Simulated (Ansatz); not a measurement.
SnSe from its elements: all-electron against pseudopotential results

```xyz
2
Lattice="0.0000 2.9728 2.9728 2.9728 0.0000 2.9728 2.9728 2.9728 0.0000" Properties=species:S:1:pos:R:3 pbc="T T T"
Sn    0.0000    0.0000    0.0000
Se    2.9728    2.9728    2.9728
```

The cell comes from a relaxation on PAW files under the same functional, begun from a database entry that needn't be the ground state.

Level of theory: DFT with PBEsol, scalar-relativistic, in Ansatz 0.2.0; a Γ-centred 8×8×8 k mesh, Fermi–Dirac smearing of 0.02 eV, no spin polarisation. LAPW: all electrons, basis error target 0.5 meV/atom; PAW: frozen-core files, cutoff 420 eV.

The elements are taken as Se trigonal Se, Sn alpha-Sn, each relaxed on PAW files under the same functional and computed by the same method as the compound; zero-point and thermal terms are left out. The functional lacks long-range dispersion, which matters for the layered or molecular reference states.

Spin–orbit coupling is left out, which matters for the heavy atoms. The PAW files were made under PBE.

Problem. What is the formation energy by LAPW, and how far do the other methods lie from it?

Solution. -0.450 eV/atom; PAW -0.8 meV/atom. The compound is bound against these elements; other compounds of the system weren't compared.

Problem. Give the LAPW value for one formula unit in kJ/mol.

Solution. -0.450 eV/atom × 2 atoms × 96.485 kJ/(mol·eV) = -86.8 kJ/mol, at zero temperature and without zero-point motion.
